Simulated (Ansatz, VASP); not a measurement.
# Two plane-wave programs on Rh

File INCAR:

```
SYSTEM = Rh
  PREC = Accurate
  ENCUT = 600
  EDIFF = 1E-7
  ISMEAR = -1
  SIGMA = 0.1
  LREAL = .False.
  LASPH = .True.
  NELM = 60
  ALGO = Normal
  ISIF = 3
  LWAVE = .False.
  LCHARG = .False.
  GGA = PE
  IBRION = 2
  NSW = 60
  EDIFFG = -0.005
```

Contents of KPOINTS:

```
regular mesh
0
Gamma
  15 15 15
  0 0 0
```

The input POSCAR:

```
Rh
1.0
    2.4757114575      0.0000000000      0.0000000000
    0.0000000000      2.4757114575      0.0000000000
    0.0000000000      0.0000000000      2.4757114575
Rh
1
Direct
    0.0000000000      0.0000000000      0.0000000000
```

Input for Ansatz:

```yaml
crystal:
  lattice:
    - [2.4757114575, 0.0, 0.0]
    - [0.0, 2.4757114575, 0.0]
    - [0.0, 0.0, 2.4757114575]
  atoms:
    - { symbol: Rh, position: [0.0, 0.0, 0.0] }
kpoints:
  mp_grid: { grid: [15, 15, 15] }
scf:
  occupations: { method: fermi_dirac, width: 0.1 }
hamiltonian:
  xc: pbe
  pseudopotentials: { kind: paw }
output:
  forces: true
  stress: true
relax:
  f_tol: 0.005
  max_steps: 40
  cell: {}
```

Alike in both runs: task relaxation of cell and atoms; functional PBE; k mesh 15 × 15 × 15; occupations fermi-dirac, width 0.1 eV; no spin polarisation.

|  | VASP | Ansatz |
| --- | --- | --- |
| version | VASP 6.6.1 | Ansatz 0.2.0 |
| potentials or method | VASP PAW PBE potentials, release 64 (Rh_pv) | PAW with Ansatz's default frozen-core files, scalar-relativistic |
| plane-wave cutoff (eV) | 600 | 420 |
| valence electrons in the cell | 15 | 17 |

|  | VASP | Ansatz | Ansatz less VASP |
| --- | --- | --- | --- |
| relaxed volume (Å³/atom) | 16.33 | 16.33 | +0.005 |
| relaxed cell length with the largest relative difference (Å) | 2.537 | 2.537 | +0.0003 |
| energy change over the relaxation (meV/atom) | -54 | -54 | -0.3 |

The two sets of potentials don't hold the same shells in valence.
